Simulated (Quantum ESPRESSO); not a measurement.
# CuI (Marshite) (F-43m) in Quantum ESPRESSO: single point with PBE

Aim: the single point of CuI (Marshite) with PBE.

All numbers are computed with Quantum ESPRESSO 7.5; they aren't measurements. Logs are shortened: lines on timing, memory, paths and dates and some standing lists are left out, and cuts for length are marked.

## (1) Starting point

Symmetry: F-43m, No. 216, cubic system. Conventional cell: a = 6.063 Å, b = 6.063 Å, c = 6.063 Å, α = 90.00°, β = 90.00°, γ = 90.00°. I (site symmetry -43m) is surrounded by 4 Cu at 2.63 Å. Cu (site symmetry -43m) is surrounded by 4 I at 2.63 Å.

## (2) Single point, PBE

Input file pw.in:

```
&CONTROL
  calculation = 'scf'
  prefix = 'pwscf'
  outdir = './tmp'
  pseudo_dir = './pseudo'
  tprnfor = .true.
  tstress = .true.
  disk_io = 'nowf'
/
&SYSTEM
  ibrav = 0
  nat = 2
  ntyp = 2
  ecutwfc = 55
  ecutrho = 440
  nbnd = 15
  occupations = 'smearing'
  smearing = 'fd'
  degauss = 0.00367493
/
&ELECTRONS
  conv_thr = 4d-10
  electron_maxstep = 120
  mixing_beta = 0.5
/
ATOMIC_SPECIES
I    126.9045 I.pbe-n-kjpaw_psl.0.2.UPF
Cu    63.5460 Cu.paw.z_11.ld1.psl.v1.0.0-low.upf
CELL_PARAMETERS angstrom
   0.0000000000    3.0315000000    3.0315000000
   3.0315000000    0.0000000000    3.0315000000
   3.0315000000    3.0315000000    0.0000000000
ATOMIC_POSITIONS crystal
I      0.0000000000    0.0000000000    0.0000000000
Cu     0.7500000000    0.7500000000    0.7500000000
K_POINTS automatic
6 6 6 0 0 0
```

Potentials or basis: SSSP 1.3 efficiency PBE.

Run with:

```console
> OMP_NUM_THREADS=1 mpirun -n 2 pw.x -nk 2 -in pw.in > pw.out
```

pw.out:

```text
This program is part of the open-source Quantum ESPRESSO suite
     for quantum simulation of materials; please cite
         "P. Giannozzi et al., J. Phys.:Condens. Matter 21 395502 (2009);
         "P. Giannozzi et al., J. Phys.:Condens. Matter 29 465901 (2017);
         "P. Giannozzi et al., J. Chem. Phys. 152 154105 (2020);
     in publications or presentations arising from this work. More details at

     file Cu.paw.z_11.ld1.psl.v1.0.0-low.upf: wavefunction(s)  4S 3D renormalized
     Message from routine setup:
     using ibrav=0 with symmetry is DISCOURAGED, use correct ibrav instead

     K-points division:     npool     =       2
     Subspace diagonalization in iterative solution of the eigenvalue problem:
     a serial algorithm will be used

     G-vector sticks info
     --------------------
     sticks:   dense  smooth     PW     G-vecs:    dense   smooth      PW
     Sum        1981    1003    301                58623    20827    3383

     Using Slab Decomposition

     bravais-lattice index     =            0
     lattice parameter (alat)  =       8.1016  a.u.
     unit-cell volume          =     376.0099 (a.u.)^3
     number of atoms/cell      =            2
     number of atomic types    =            2
     number of electrons       =        18.00
     number of Kohn-Sham states=           15
     kinetic-energy cutoff     =      55.0000  Ry
     charge density cutoff     =     440.0000  Ry
     scf convergence threshold =      4.0E-10
     mixing beta               =       0.5000
     number of iterations used =            8  plain     mixing
     Exchange-correlation= SLA  PW   PBX  PBC
                           (   1   4   3   4   0   0   0)

     celldm(1)=   8.101612  celldm(2)=   0.000000  celldm(3)=   0.000000
     celldm(4)=   0.000000  celldm(5)=   0.000000  celldm(6)=   0.000000

     crystal axes: (cart. coord. in units of alat)
               a(1) = (   0.000000   0.707107   0.707107 )
               a(2) = (   0.707107   0.000000   0.707107 )
               a(3) = (   0.707107   0.707107   0.000000 )

     reciprocal axes: (cart. coord. in units 2 pi/alat)
               b(1) = ( -0.707107  0.707107  0.707107 )
               b(2) = (  0.707107 -0.707107  0.707107 )
               b(3) = (  0.707107  0.707107 -0.707107 )

     PseudoPot. # 1 for I  read from file:
     I.pbe-n-kjpaw_psl.0.2.UPF
     Pseudo is Projector augmented-wave + core cor, Zval =  7.0
     Generated using "atomic" code by A. Dal Corso  v.5.0.99 svn rev. 10869
     Shape of augmentation charge: PSQ
     Using radial grid of 1247 points,  4 beta functions with:
                l(1) =   0
                l(2) =   0
                l(3) =   1
                l(4) =   1
     Q(r) pseudized with 0 coefficients

     PseudoPot. # 2 for Cu read from file:
     Cu.paw.z_11.ld1.psl.v1.0.0-low.upf
     Pseudo is Projector augmented-wave + core cor, Zval = 11.0
     Generated using &quot;atomic&quot; code by A. Dal Corso  v.6.3MaX
     Shape of augmentation charge: PSQ
     Using radial grid of 1199 points,  6 beta functions with:
                l(1) =   0
                l(2) =   0
                l(3) =   1
                l(4) =   1
                l(5) =   2
                l(6) =   2
     Q(r) pseudized with 0 coefficients

     atomic species   valence    mass     pseudopotential
     I                 7.00   126.90450     I ( 1.00)
     Cu               11.00    63.54600     Cu( 1.00)

     24 Sym. Ops. (no inversion) found

   Cartesian axes

     site n.     atom                  positions (alat units)
         1        I      tau(   1) = (   0.0000000   0.0000000   0.0000000  )
         2        Cu     tau(   2) = (   1.0606602   1.0606602   1.0606602  )

     number of k points=    16  Fermi-Dirac smearing, width (Ry)=  0.0037
                       cart. coord. in units 2pi/alat
        k(    1) = (   0.0000000   0.0000000   0.0000000), wk =   0.0092593
        k(    2) = (   0.1178511   0.1178511  -0.1178511), wk =   0.0740741
        k(    3) = (   0.2357023   0.2357023  -0.2357023), wk =   0.0740741
        k(    4) = (  -0.3535534  -0.3535534   0.3535534), wk =   0.0370370
        k(    5) = (   0.2357023   0.0000000  -0.0000000), wk =   0.0555556
        k(    6) = (   0.3535534   0.1178511  -0.1178511), wk =   0.2222222
        k(    7) = (  -0.2357023  -0.4714045   0.4714045), wk =   0.2222222
        k(    8) = (  -0.1178511  -0.3535534   0.3535534), wk =   0.2222222
        k(    9) = (   0.0000000  -0.2357023   0.2357023), wk =   0.1111111
        k(   10) = (   0.4714045   0.0000000  -0.0000000), wk =   0.0555556
        k(   11) = (  -0.1178511  -0.5892557   0.5892557), wk =   0.2222222
        k(   12) = (  -0.0000000  -0.4714045   0.4714045), wk =   0.1111111
        k(   13) = (  -0.7071068   0.0000000   0.0000000), wk =   0.0277778
        k(   14) = (  -0.2357023  -0.4714045   0.7071068), wk =   0.2222222
        k(   15) = (  -0.1178511  -0.3535534   0.5892557), wk =   0.2222222
        k(   16) = (  -0.7071068   0.2357023   0.0000000), wk =   0.1111111

     Dense  grid:    58623 G-vectors     FFT dimensions: (  60,  60,  60)

     Smooth grid:    20827 G-vectors     FFT dimensions: (  40,  40,  40)

     Initial potential from superposition of free atoms

     starting charge      17.9997, renormalised to      18.0000
     Starting wfcs are   13 randomized atomic wfcs +    2 random wfcs
     Checking if some PAW data can be deallocated...

     Self-consistent Calculation

     iteration #  1     ecut=    55.00 Ry     beta= 0.50
     Davidson diagonalization with overlap
     ethr =  1.00E-02,  avg # of iterations =  4.7

     Threshold (ethr) on eigenvalues was too large:
     Diagonalizing with lowered threshold

     Davidson diagonalization with overlap
     ethr =  1.71E-04,  avg # of iterations =  2.4

     total energy              =    -592.01508063 Ry
     estimated scf accuracy    <       0.03188844 Ry

     iteration #  2     ecut=    55.00 Ry     beta= 0.50
     Davidson diagonalization with overlap
     ethr =  1.77E-04,  avg # of iterations =  2.1

     total energy              =    -592.01835764 Ry
     estimated scf accuracy    <       0.05847730 Ry

     iteration #  3     ecut=    55.00 Ry     beta= 0.50
     Davidson diagonalization with overlap
     ethr =  1.77E-04,  avg # of iterations =  2.0

     total energy              =    -592.02808998 Ry
     estimated scf accuracy    <       0.00100371 Ry

     iteration #  4     ecut=    55.00 Ry     beta= 0.50
     Davidson diagonalization with overlap
     ethr =  5.58E-06,  avg # of iterations =  4.5

     total energy              =    -592.02819130 Ry
     estimated scf accuracy    <       0.00001402 Ry

     iteration #  5     ecut=    55.00 Ry     beta= 0.50
     Davidson diagonalization with overlap
     ethr =  7.79E-08,  avg # of iterations =  3.1

     total energy              =    -592.02819724 Ry
     estimated scf accuracy    <       0.00000229 Ry

     iteration #  6     ecut=    55.00 Ry     beta= 0.50
     Davidson diagonalization with overlap
     ethr =  1.27E-08,  avg # of iterations =  2.2

     total energy              =    -592.02819773 Ry
     estimated scf accuracy    <       0.00000013 Ry

     iteration #  7     ecut=    55.00 Ry     beta= 0.50
     Davidson diagonalization with overlap
     ethr =  7.35E-10,  avg # of iterations =  2.9

     total energy              =    -592.02819778 Ry
     estimated scf accuracy    <          6.2E-09 Ry

     iteration #  8     ecut=    55.00 Ry     beta= 0.50
     Davidson diagonalization with overlap
     ethr =  3.43E-11,  avg # of iterations =  3.2

     total energy              =    -592.02819778 Ry
     estimated scf accuracy    <          8.0E-09 Ry

     iteration #  9     ecut=    55.00 Ry     beta= 0.50
     Davidson diagonalization with overlap
     ethr =  3.43E-11,  avg # of iterations =  2.0

     End of self-consistent calculation

          k = 0.0000 0.0000 0.0000 (  2637 PWs)   bands (ev):

    -8.2508   2.1462   2.1462   2.1462   3.9705   3.9705   5.8106   5.8106
     5.8106   6.9166  10.6027  10.6027  10.6027  14.3073  15.4190

          k = 0.1179 0.1179-0.1179 (  2631 PWs)   bands (ev):

    -8.1263   1.6336   2.1547   2.1547   3.9629   3.9629   4.9547   5.6181
     5.6181   7.8374  10.6331  10.9647  10.9647  14.6018  14.6019

          k = 0.2357 0.2357-0.2357 (  2593 PWs)   bands (ev):

    -7.8532   0.6540   2.1648   2.1648   3.9784   3.9784   4.2777   5.2728
     5.2728   7.9971  11.2262  11.2262  12.2042  14.7328  15.1240

          k =-0.3536-0.3536 0.3536 (  2608 PWs)   bands (ev):

    -7.7017   0.1853   2.1660   2.1660   4.0085   4.0085   4.0572   5.1033
     5.1033   7.8996  11.1508  11.1508  13.2703  15.1215  16.8666

          k = 0.2357 0.0000-0.0000 (  2609 PWs)   bands (ev):

    -8.0846   1.5834   2.1151   2.1151   3.9150   3.9978   5.0674   5.3237
     5.3237   8.4011   9.6462  11.5755  11.5755  13.2229  15.7191

          k = 0.3536 0.1179-0.1179 (  2586 PWs)   bands (ev):

    -7.8588   0.9015   2.0306   2.1049   3.8998   4.0194   4.4342   4.9786
     5.0373   8.8468   9.9870  11.6338  12.1649  14.0623  16.0509

          k =-0.2357-0.4714 0.4714 (  2588 PWs)   bands (ev):

    -7.6583   0.3779   1.8316   2.1324   3.9380   4.0161   4.0889   4.7412
     4.8805   8.7706  10.6025  11.9461  12.6004  15.3297  16.7836

          k =-0.1179-0.3536 0.3536 (  2588 PWs)   bands (ev):

    -7.7092   0.5302   1.7663   2.1774   3.9524   3.9821   4.1810   4.6315
     5.1308   8.8608  10.8238  11.6811  12.3233  14.6419  15.9300

          k = 0.0000-0.2357 0.2357 (  2593 PWs)   bands (ev):

    -7.9502   1.1466   1.9643   2.1896   3.9273   3.9958   4.6058   4.8879
     5.5087   8.6918  10.5777  11.2577  11.4232  13.7378  15.4217

          k = 0.4714 0.0000-0.0000 (  2594 PWs)   bands (ev):

    -7.7191   0.6297   2.0542   2.0542   3.8431   4.0525   4.4427   4.6160
     4.6160   8.6577   9.0698  13.3699  13.7210  13.7210  16.5489

          k =-0.1179-0.5893 0.5893 (  2594 PWs)   bands (ev):

    -7.5653   0.4115   1.7224   2.0616   3.8825   4.0448   4.0830   4.4385
     4.5095   8.7546   9.5924  13.0677  13.9133  15.5451  17.1304

          k =-0.0000-0.4714 0.4714 (  2592 PWs)   bands (ev):

    -7.5612   0.6371   1.2214   2.1248   3.8551   3.9795   4.2048   4.2955
     4.7470   9.0329  10.9471  12.9087  12.9910  14.0437  15.2097

          k =-0.7071 0.0000 0.0000 (  2586 PWs)   bands (ev):

    -7.5154   0.2020   2.0244   2.0244   3.9486   4.0188   4.0798   4.3342
     4.3342   8.4728   8.6322  15.0040  15.6844  15.6844  17.2358

          k =-0.2357-0.4714 0.7071 (  2578 PWs)   bands (ev):

    -7.6647   0.6332   1.6533   2.0927   3.9089   3.9979   4.2334   4.4213
     4.8526   9.5771  10.0498  11.1704  13.6231  14.3060  17.0017

          k =-0.1179-0.3536 0.5893 (  2576 PWs)   bands (ev):

    -7.5612   0.5786   1.3600   2.0499   3.8823   3.9781   4.1212   4.3473
     4.6907   9.7164  10.4278  11.7550  13.3614  14.3210  17.1340

          k =-0.7071 0.2357 0.0000 (  2590 PWs)   bands (ev):

    -7.5126   0.4837   1.4984   1.9527   3.9253   3.9265   4.0684   4.2599
     4.5358   9.6232   9.6482  12.9352  12.9370  16.1630  17.4793

     the Fermi energy is     6.3940 ev

!    total energy              =    -592.02819778 Ry
     total all-electron energy =    -17542.905409 Ry
     estimated scf accuracy    <          3.2E-10 Ry
     smearing contrib. (-TS)   =      -0.00000002 Ry
     internal energy E=F+TS    =    -592.02819775 Ry

     The total energy is F=E-TS. E is the sum of the following terms:
     one-electron contribution =     -68.83478584 Ry
     hartree contribution      =      52.37733841 Ry
     xc contribution           =     -86.43983953 Ry
     ewald contribution        =     -78.80705429 Ry
     one-center paw contrib.   =    -410.32385651 Ry

     convergence has been achieved in   9 iterations

     Forces acting on atoms (cartesian axes, Ry/au):

     atom    1 type  1   force =    -0.00000000   -0.00000000    0.00000000
     atom    2 type  2   force =     0.00000000    0.00000000   -0.00000000

     Total force =     0.000000     Total SCF correction =     0.000000

     Computing stress (Cartesian axis) and pressure

          total   stress  (Ry/bohr**3)                   (kbar)     P=        4.89
   0.00003324  -0.00000000  -0.00000000            4.89       -0.00       -0.00
  -0.00000000   0.00003324  -0.00000000           -0.00        4.89       -0.00
  -0.00000000  -0.00000000   0.00003324           -0.00       -0.00        4.89

=------------------------------------------------------------------------------=
   JOB DONE.
=------------------------------------------------------------------------------=
```

It took 21 s on 2 MPI ranks of Arm Neoverse N1, shared host; peak memory 0.36 GiB.

What came out:

| Item | Value |
| --- | --- |
| Free energy | -8054.9540 eV |
| Pressure | 0.5 GPa |
| Band gap on the k mesh | 1.11 eV, direct |

Caveat: spin-orbit coupling is left out, which moves the levels of the heavy elements. A hybrid or GW would open this gap; PBE tends to underestimate it.
